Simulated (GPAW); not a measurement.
## Sb: single point with LDA

Crystal: Sb.

```
Sb
1.0
     3.16000    0.00000    0.00000
     0.00000    3.16000    0.00000
     0.00000    0.00000    3.16000
Sb
1
Direct
  0.00000 0.00000 0.00000
```

This isn't the form of Sb at room conditions, which is rhombohedral.

* Program: GPAW 26.7.0
* Task: single point
* Functional: LDA
* Potentials or basis: the program's PAW data sets (release 1.2.1) made for this functional
* Cutoff: 600 eV
* Basis: pw
* k mesh: 8 × 8 × 8
* Occupations: gaussian, width 0.1 eV
* Spin: no spin polarisation

The pressure is -6.0 GPa. The band gap on the k mesh is none (metal or under the smearing width).

Levels at points of the mesh, in eV from the Fermi level:
```tsv
k point	band 4	band 5	band 6	band 7	band 8	band 9	band 10	band 11
(0.00, 0.00, 0.00)	-28.77	-28.77	-11.93	3.14	3.14	3.14	7.24	7.24
(0.50, 0.00, 0.00)	-28.79	-28.77	-9.73	-5.10	4.93	4.93	9.47	10.51
(0.50, 0.50, 0.00)	-28.80	-28.71	-7.44	-3.20	-3.20	2.51	6.72	13.26
(0.50, 0.50, 0.50)	-28.71	-28.71	-4.95	-1.44	-1.44	-1.44	5.11	5.11
```

Wall time 8.4 s on 1 thread of Arm Neoverse V1 (shared host), peak memory 0.14 GiB.

The run has no spin-orbit coupling, so splittings on Sb are missing.
